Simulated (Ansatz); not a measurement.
# SiO2: a single-point run

The task is a single point on SiO2 that gives the gradients at the nuclei.

Program: Ansatz 0.2.0. Level of theory: Kohn-Sham DFT, with the functional, basis and potentials that each input names. These are calculated values, not measurements.

### 1 Starting point

Symmetry: P4_32_12, No. 96, tetragonal system. The conventional cell has a = 4.933 Å, b = 4.933 Å, c = 6.465 Å, α = 90.00°, β = 90.00°, γ = 90.00°. Si (site symmetry 2) is surrounded by 4 O at 1.62 Å. Around O (site symmetry 1) lie 2 Si at 1.62 Å.

Coordinates:

```cif
data_structure
_symmetry_space_group_name_H-M 'P4_32_12'
_symmetry_Int_Tables_number 96
_cell_length_a 4.9329
_cell_length_b 4.9329
_cell_length_c 6.4645
_cell_angle_alpha 90.000
_cell_angle_beta 90.000
_cell_angle_gamma 90.000
_cell_volume 157.30
loop_
_atom_site_label
_atom_site_type_symbol
_atom_site_symmetry_multiplicity
_atom_site_Wyckoff_symbol
_atom_site_fract_x
_atom_site_fract_y
_atom_site_fract_z
_atom_site_occupancy
Si1 Si 4 a 0.81771 0.81771 0.50000 1
O1 O 8 b 0.26834 0.36457 0.80193 1
```

### 2 Running it

Contents of input.yaml:

```yaml
crystal:
  lattice:
    - [4.9329, 0.0, 0.0]
    - [0.0, 4.9329, 0.0]
    - [0.0, 0.0, 6.4645]
  atoms:
    - { symbol: Si, position: [0.817705, 0.817705, 0.5] }
    - { symbol: Si, position: [0.682295, 0.317705, 0.25] }
    - { symbol: Si, position: [0.182295, 0.182295, 0.0] }
    - { symbol: Si, position: [0.317705, 0.682295, 0.75] }
    - { symbol: O, position: [0.26834, 0.36457, 0.80193] }
    - { symbol: O, position: [0.13543, 0.76834, 0.55193] }
    - { symbol: O, position: [0.73166, 0.63543, 0.30193] }
    - { symbol: O, position: [0.86457, 0.23166, 0.05193] }
    - { symbol: O, position: [0.76834, 0.13543, 0.44807] }
    - { symbol: O, position: [0.63543, 0.73166, 0.69807] }
    - { symbol: O, position: [0.23166, 0.86457, 0.94807] }
    - { symbol: O, position: [0.36457, 0.26834, 0.19807] }
kpoints:
  mp_grid: { grid: [4, 4, 3] }
scf:
  occupations: { method: fermi_dirac, width: 0.02 }
  max_iter: 75
hamiltonian:
  xc: pbe
  pseudopotentials: { kind: paw, frozen_core: stored }
  hubbard: { sites: [{ species: Si, l: p, u_eff: -5.0 }] }
output:
  forces: true
  stress: true
  populations: true
  efg: { quadrupole_moments_barn: { O: -0.02558 } }
```

Run with:

```
$ ansatz run input.yaml --threads 1 --pin off --max-ram 3072MiB --backend cpu --events-out ev --progress --plain --runs-dir out
```

Log:

```text
Warning: RAYON_NUM_THREADS=1 ignored (pool sized by the plan → 1); use --threads N
Si: projections on atomic orbitals take those of the free atom [Ne] 3s2 3p2, of charge +0.00 (hamiltonian.pseudopotentials.projection_atoms); the dataset's partial waves leave at most 6.1e-8 of an orbital's norm unspanned inside its sphere
O: projections on atomic orbitals take those of the free atom [He] 2s2 2p4, of charge +0.00 (hamiltonian.pseudopotentials.projection_atoms); the dataset's partial waves leave at most 1.9e-8 of an orbital's norm unspanned inside its sphere
Engine: ansatz 0.2.0, x86_64-unknown-linux-gnu
Pseudopotentials: kind: paw
Pseudopotential: Si, paw, valence charge 4, recommended cutoff 420 eV (normal), Si.paw.azcp
Pseudopotential: O, paw, valence charge 6, recommended cutoff 420 eV (normal), O.paw.azcp
Functional definition: PBE
  parameter kappa = 0.804
  parameter beta = 0.06672455060314922
  exchange = pbe_x(kappa = kappa, mu = beta*pi^2/3)
  correlation = pbe_c(beta = beta)
Crystal: 12 atoms, lattice volume = 157.304 Å³
Basis set: ecut = 420 eV, 3097 PW (Γ), exchange–correlation on 72×72×90 points (8 copies of the dense FFT grid, shifted against one another)
Bands: 44, of which v1, the nominal top of the filled ones, is band 32 counted from 1 (31 counted from 0)
Symmetry: 8 space group operations
Space group: P43212 (ITA 96), of the structure as read, at distance tolerance 5.4e-5 Å
k-points: 12 of 48
Non-local potential: Si, projectors of the file, l = 0: 2, l = 1: 2, l = 2: 2
Non-local potential: O, projectors of the file, l = 0: 2, l = 1: 2, l = 2: 1
PAW form: soft (Blöchl's): semilocal exchange-correlation on the pseudo side does not see the compensation charge
PAW one-centre angular grid: Si, 110 points (default); XC on 64 Gauss nodes
PAW one-centre angular grid: O, 110 points (default); XC on 64 Gauss nodes
Initial density: superposition of atomic densities (chi_scale 0.1, normalization cell, long waves of neutral atoms under a Hubbard term (reshape's long-wave potential 0.01 eV rms, cloud 1.77 Å wide))
Initial wavefunctions: pseudopotential atomic-orbital guess
Functional: x = pbe(κ = 0.804, μ = 0.2195149727645171), c = pbe(β = 0.06672455060314922)
SCF iter   1: F=—  HF=-7113.896147 eV  |F-HF|=—  |Δ(HF+E_count)|=         —  Δρ=1.20e-1  dr2=2.06e1  ethr=3.10e-3  ⟨swp⟩=6.6  Hψ=2429  notcnv=0  defer=1
preconditioner: auto → Resta (q_TF=auto, 2.349 Å⁻¹)  ε∞=2.8  [insulator: Δε(μ)=7.112 eV  Ē_g=17.633 eV  σ=0.020 eV  W_gap=1.00  n_scr=36 (ndim 8)  ℏωp=23.7 eV  f_vac=0.038  D(μ)=0.00/eV (n_scr^D=0)  ε∞_Penn≈2.8]
SCF iter   2: F=—  HF=-7107.900745 eV  |F-HF|=—  |Δ(HF+E_count)|=    6.00e0  Δρ=4.46e-2  dr2=1.21e0  ethr=3.10e-3  ⟨swp⟩=3.1  Hψ=1184  notcnv=0  defer=57
SCF iter   3: F=—  HF=-7107.800225 eV  |F-HF|=—  |Δ(HF+E_count)|=   1.01e-1  Δρ=2.13e-2  dr2=3.95e-1  ethr=1.89e-3  ⟨swp⟩=2.0  Hψ=558  notcnv=0  defer=57
SCF iter   4: F=—  HF=-7107.810787 eV  |F-HF|=—  |Δ(HF+E_count)|=   1.06e-2  Δρ=1.66e-3  dr2=3.02e-3  ethr=6.17e-4  ⟨swp⟩=3.0  Hψ=942  notcnv=0  defer=57
SCF iter   5: F=—  HF=-7107.815983 eV  |F-HF|=—  |Δ(HF+E_count)|=   5.20e-3  Δρ=2.92e-4  dr2=1.82e-4  ethr=4.72e-6  ⟨swp⟩=2.3  Hψ=857  notcnv=0  defer=57
SCF iter   6: F=—  HF=-7107.816182 eV  |F-HF|=—  |Δ(HF+E_count)|=   2.00e-4  Δρ=7.69e-5  dr2=1.15e-5  ethr=2.84e-7  ⟨swp⟩=2.0  Hψ=780  notcnv=0  defer=57
SCF iter   7: F=—  HF=-7107.816196 eV  |F-HF|=—  |Δ(HF+E_count)|=   1.38e-5  Δρ=1.37e-5  dr2=4.10e-7  ethr=1.79e-8  ⟨swp⟩=2.0  Hψ=816  notcnv=0  defer=57
SCF iter   8: F=-7107.816197 eV  HF=-7107.816197 eV  |F-HF|=1.27e-8  |Δ(HF+E_count)|=   4.39e-7  Δρ=2.13e-6  dr2=7.26e-9  ethr=1.56e-10  ⟨swp⟩=13.7  Hψ=2865  notcnv=0
SCF 1 converged in 8 iterations: F = -7107.816197 eV  dr2 = 7.26e-9
SCF converged after 8 iterations
Free energy (F): -7107.816197 eV
Harris-Foulkes:  -7107.816197 eV  (|F-HF|=1.27e-8)
Internal energy: -7107.816197 eV  (E = F + TS)
E sigma→0 (E₀):  -7107.816197 eV
Fermi energy:    4.935187 eV
--- Per-component energies (eV) ---
  E_band       = -316.888890
  E_kinetic    = 1603.264310
  E_local      = -4070.452610  (includes V_loc(G=0)·N_el)
  E_nonlocal   = 481.180199
  E_hartree    = 1464.096808
  E_xc         = -815.699129
  E_vxc        = -946.667568  (∫ρ·V_xc dr)
  E_hubbard    = -11.941222  (on-site DFT+U / exact-exchange correction)
  E_vhub       = -7.428845  (the Hubbard potential's part of the band-sum identity)
  E_paw        = -3323.972720  (= ΣΔE_a)
  E_vpaw       = -304.998277  (= ΣTr[D̂ρ^β])
  E_aug_tail   = 0.020712  (compensation charges beyond the density's cutoff)
  E_ewald      = -2434.312545
  E_smearing   = -0.000000  (= −TS)
  E_closure    = -0.000000  (closes the sum)
  Σ components = -7107.816197   (vs F -7107.816197, Δ=0.00e0)
--- Forces (eV/Å), atoms counted from 1 ---
  atom   1  Si    -0.03138452    -0.03138452     0.00000000
  atom   2  Si     0.03138452    -0.03138452     0.00000000
  atom   3  Si     0.03138452     0.03138452     0.00000000
  atom   4  Si    -0.03138452     0.03138452    -0.00000000
  atom   5  O      0.06017542    -0.00367108    -0.24201420
  atom   6  O      0.00367108     0.06017542    -0.24201420
  atom   7  O     -0.06017542     0.00367108    -0.24201420
  atom   8  O     -0.00367108    -0.06017542    -0.24201420
  atom   9  O      0.06017542     0.00367108     0.24201420
  atom  10  O      0.00367108    -0.06017542     0.24201420
  atom  11  O     -0.06017542    -0.00367108     0.24201420
  atom  12  O     -0.00367108     0.06017542     0.24201420
  max |Σ_I F_I| component: 5.55e-17 eV/Å
--- Stress (GPa, compression-positive) ---
        2.842315       0.000000       0.000000
        0.000000       2.842315       0.000000
        0.000000       0.000000       6.298818
  P = ⅓ Tr σ = 3.9945 GPa (39.945 kbar)
--- PAW observables at the nuclei: V_zz in 10²¹ V/m², potentials from the cell's mean, atoms counted from 1 ---
  atom   1  Si V_zz =    +0.639680   η = 0.2441   by run symmetry: allowed
            electrostatic potential = -1354.788803 V   contact ρ = none
  atom   2  Si V_zz =    +0.639680   η = 0.2441   by run symmetry: allowed
            electrostatic potential = -1354.788803 V   contact ρ = none
  atom   3  Si V_zz =    +0.639680   η = 0.2441   by run symmetry: allowed
            electrostatic potential = -1354.788803 V   contact ρ = none
  atom   4  Si V_zz =    +0.639680   η = 0.2441   by run symmetry: allowed
            electrostatic potential = -1354.788803 V   contact ρ = none
  atom   5  O  V_zz =    +9.430003   η = 0.2660   by run symmetry: allowed   C_q = -5.8327 MHz
            electrostatic potential = -618.374774 V   contact ρ = none
  atom   6  O  V_zz =    +9.430003   η = 0.2660   by run symmetry: allowed   C_q = -5.8327 MHz
            electrostatic potential = -618.374774 V   contact ρ = none
  atom   7  O  V_zz =    +9.430003   η = 0.2660   by run symmetry: allowed   C_q = -5.8327 MHz
            electrostatic potential = -618.374774 V   contact ρ = none
  atom   8  O  V_zz =    +9.430003   η = 0.2660   by run symmetry: allowed   C_q = -5.8327 MHz
            electrostatic potential = -618.374774 V   contact ρ = none
  atom   9  O  V_zz =    +9.430003   η = 0.2660   by run symmetry: allowed   C_q = -5.8327 MHz
            electrostatic potential = -618.374774 V   contact ρ = none
  atom  10  O  V_zz =    +9.430003   η = 0.2660   by run symmetry: allowed   C_q = -5.8327 MHz
            electrostatic potential = -618.374774 V   contact ρ = none
  atom  11  O  V_zz =    +9.430003   η = 0.2660   by run symmetry: allowed   C_q = -5.8327 MHz
            electrostatic potential = -618.374774 V   contact ρ = none
  atom  12  O  V_zz =    +9.430003   η = 0.2660   by run symmetry: allowed   C_q = -5.8327 MHz
            electrostatic potential = -618.374774 V   contact ρ = none
--- Band table (eV; the first three rows and the last of 12) ---
  k-point 0: bands = ["-17.4223", "-16.5838", "-16.5838", "-15.5504", "-15.5504", "-15.5353", "-15.5226", "-15.5214", "-7.1033", "-5.1465", "-5.1465", "-3.9328", "-3.8069", "-3.8069", "-3.2356", "-3.0504", "-1.1310", "-1.0632", "-1.0632", "-0.4589", "-0.1888", "0.2180", "0.3776", "0.3787", "0.3787", "0.4751", "0.7278", "0.7278", "1.1815", "1.5485", "1.5485", "2.0197", "7.8506", "10.2688", "10.2688", "11.1041", "11.2967", "11.2967", "12.1482", "12.3855", "13.4043", "13.4655", "13.4655", "13.4664"]
  k-point 1: bands = ["-17.3404", "-17.0439", "-16.0851", "-15.6825", "-15.5460", "-15.5422", "-15.5356", "-15.5284", "-6.8135", "-6.0673", "-4.3880", "-4.0204", "-3.7719", "-3.5661", "-3.4638", "-3.2147", "-0.9655", "-0.9339", "-0.8608", "-0.4342", "-0.1225", "0.0968", "0.2321", "0.2347", "0.3441", "0.4217", "0.6295", "1.1439", "1.2292", "1.2465", "1.4998", "1.8227", "8.3261", "9.4964", "10.7713", "11.0383", "11.4225", "11.6791", "11.7539", "12.7594", "12.8592", "13.0064", "13.2660", "13.4975"]
  k-point 2: bands = ["-17.3326", "-16.7140", "-16.4554", "-15.7312", "-15.5566", "-15.5532", "-15.5319", "-15.5265", "-6.8268", "-5.4726", "-4.8290", "-3.9091", "-3.8034", "-3.6210", "-3.3059", "-3.0676", "-1.4035", "-0.9568", "-0.9008", "-0.3234", "-0.1978", "-0.1616", "0.1945", "0.2398", "0.4281", "0.5861", "0.7576", "0.9655", "1.0852", "1.4612", "1.4871", "1.8461", "8.3487", "10.4114", "10.4369", "10.7686", "10.8955", "11.8542", "11.9160", "12.0919", "12.5481", "12.6075", "12.8571", "13.7100"]
  k-point 11: bands = ["-16.5967", "-16.5967", "-16.5712", "-16.5712", "-15.6070", "-15.6070", "-15.5883", "-15.5883", "-5.3251", "-5.3251", "-5.2214", "-5.2214", "-3.0570", "-3.0570", "-2.9370", "-2.9370", "-1.1876", "-1.1876", "-1.0807", "-1.0807", "-0.4081", "-0.4081", "-0.2702", "-0.2702", "0.6687", "0.6687", "0.7187", "0.7187", "1.4734", "1.4734", "1.5347", "1.5347", "10.5332", "10.5332", "10.5828", "10.5828", "11.2062", "11.2062", "11.3703", "11.3703", "12.4255", "12.4255", "12.6311", "12.6311"]
Occupation matrices written to <dir>
--- Löwdin populations: 12 sites ---
  site symbol       q [e]
     0     Si      2.2989
     1     Si      2.2989
     2     Si      2.2989
     3     Si      2.2989
     4      O      6.7459
     5      O      6.7459
     6      O      6.7459
     7      O      6.7459
     8      O      6.7459
     9      O      6.7459
    10      O      6.7459
    11      O      6.7459
  spilling = 0.013078 (of n_electrons = 64.000000)
```

Wall time 9.5 s (1 thread of Intel Xeon Platinum 8375C at 2.90GHz (Ice Lake), shared host); peak memory 0.44 GiB.

### 3 Checking the result

This run ends as converged. That alone doesn't make the input a sound one.

Look at the input: hamiltonian.hubbard.sites is [{species: Si, l: p, u_eff: -5.0}]. The Hubbard parameter is far from any physical value.

To check: delete hamiltonian.hubbard.sites.

### 4 A check with that setting changed

Other changes include scf.max_iter.

Changes to input.yaml since step 2:

```diff
@@ -22,3 +22,2 @@
   occupations: { method: fermi_dirac, width: 0.02 }
-  max_iter: 75
 hamiltonian:
@@ -26,3 +25,2 @@
   pseudopotentials: { kind: paw, frozen_core: stored }
-  hubbard: { sites: [{ species: Si, l: p, u_eff: -5.0 }] }
 output:
```

Run with:

```
$ ansatz run input.yaml --threads 1 --pin off --max-ram 3072MiB --backend cpu --events-out ev --progress --plain --runs-dir out
```

From the output:

```text
[...]
Basis set: ecut = 420 eV, 3097 PW (Γ), exchange–correlation on 72×72×90 points (8 copies of the dense FFT grid, shifted against one another)
[...]
k-points: 12 of 48
[...]
SCF iter   1: F=—  HF=-7096.104675 eV  |F-HF|=—  |Δ(HF+E_count)|=         —  Δρ=1.19e-3  dr2=5.94e-4  ethr=1.77e-3  ⟨swp⟩=6.9  Hψ=2613  notcnv=0  defer=7
preconditioner: auto → Resta (q_TF=auto, 2.349 Å⁻¹)  ε∞=3.0  [insulator: Δε(μ)=5.701 eV  Ē_g=16.796 eV  σ=0.020 eV  W_gap=1.00  n_scr=36 (ndim 8)  ℏωp=23.7 eV  f_vac=0.153  D(μ)=0.00/eV (n_scr^D=0)  ε∞_Penn≈3.0]
SCF iter   2: F=—  HF=-7096.109781 eV  |F-HF|=—  |Δ(HF+E_count)|=   5.11e-3  Δρ=6.60e-4  dr2=2.38e-4  ethr=9.28e-7  ⟨swp⟩=2.8  Hψ=1232  notcnv=0  defer=59
[...]
SCF iter   5: F=—  HF=-7096.110410 eV  |F-HF|=—  |Δ(HF+E_count)|=   2.86e-6  Δρ=3.34e-5  dr2=1.11e-6  ethr=5.64e-9  ⟨swp⟩=2.8  Hψ=898  notcnv=0  defer=59
SCF iter   6: F=-7096.110411 eV  HF=-7096.110410 eV  |F-HF|=1.84e-8  |Δ(HF+E_count)|=   8.40e-7  Δρ=3.51e-6  dr2=1.57e-8  ethr=1.56e-10  ⟨swp⟩=10.2  Hψ=2721  notcnv=0
[...]
SCF converged after 6 iterations
Free energy (F): -7096.110411 eV
[...]
E sigma→0 (E₀):  -7096.110411 eV
Fermi energy:    5.081853 eV
[...]
  P = ⅓ Tr σ = 4.0477 GPa (40.477 kbar)
[...]
```

Wall time 7.6 s (1 thread of Intel Xeon Platinum 8375C at 2.90GHz (Ice Lake), shared host); peak memory 0.42 GiB.

Like atoms gathered into sites:

| site | atoms | first shell | V_zz (10²¹ V/m²) | η | C_Q (MHz) |
| --- | --- | --- | --- | --- | --- |
| Si | 1, 2, 3, 4 | 4 O at 1.62 Å | 0.61 | 0.22 | – |
| O | 5, 6, 7, 8, … | 2 Si at 1.62 Å, angle 138° | 9.36 | 0.29 | -5.79 (¹⁷O) |

C_Q = eQV_zz/h, which is 24.18 MHz for Q = 1 b and V_zz = 10²¹ V/m²; η = (V_xx − V_yy)/V_zz. Quadrupole moments are those of Pyykkö's year-2017 table. A dash under C_Q marks elements without a common quadrupolar isotope.

| run | ending | energy change | pressure (GPa) | gap (eV) | force (eV/Å) | cycles | time |
| --- | --- | --- | --- | --- | --- | --- | --- |
| first try | converged | -975.5 meV/atom (U changed: no physical gain or loss) | 4.0 | 5.83 | 0.25 | 8 | 9.5 s |
| second try | converged | 0 | 4.0 | 5.70 | 0.20 | 6 | 7.6 s |

### 5 What came out

```
                           quantity                    value
                          first try  converged, 8 SCF cycles
                 fault in the input             unphysical U
                         second try  converged, 6 SCF cycles
energy (zero set by the potentials)            -7096.1104 eV
                           pressure                 4.05 GPa
                    gap on the mesh                  5.70 eV
                      largest force               0.202 eV/Å
               largest V_zz in size    9.36 × 10²¹ V/m² at O
```

Both runs converge, but their results differ; on mending, the gap on the mesh goes from 5.83 to 5.70 eV, the largest force goes from 0.25 to 0.20 eV/Å. Only the second answers the question as it was meant. The largest force in the second run is 0.202 eV/Å, so the atoms are not at their relaxed places.
